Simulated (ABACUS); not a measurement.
Sr:

```
Sr
1.0
     0.00000    3.04235    3.04235
     3.04235    0.00000    3.04235
     3.04235    3.04235    0.00000
Sr
1
Direct
  0.00000 0.00000 0.00000
```

| Property | Result |
| --- | --- |
| Program | ABACUS 3.10.1 |
| Task | single point |
| Functional | PBEsol |
| Potentials or basis | PseudoDojo NC SR 0.4.1 PBEsol standard |
| Cutoff | 925 eV |
| Density cutoff | 3701 eV |
| Basis | plane waves |
| k mesh | 8 × 8 × 8 |
| Occupations | fermi-dirac, width 0.05 eV |
| Spin | no spin polarisation |

On this cell: pressure -0.9 GPa; band gap on the k mesh none (metal or under the smearing width).

The same run follows on a disturbed copy (cell strained at random at fixed volume):

```xyz
1
Lattice="0.0661 3.0196 2.9653 3.1346 0.0075 3.0238 3.1290 3.0725 0.0132" Properties=species:S:1:pos:R:3 pbc="T T T"
Sr    0.0326    0.0158   -0.0426
```

What does the disturbed cell give?

The energy (extrapolated to zero smearing) moves by +3.3 meV/atom; pressure -0.9 GPa; band gap on the k mesh none (metal or under the smearing width).

Stress tensor (GPa, compression positive):
```
-1.01 -0.22 -0.28
-0.22 -0.88  0.19
-0.28  0.19 -0.79
```
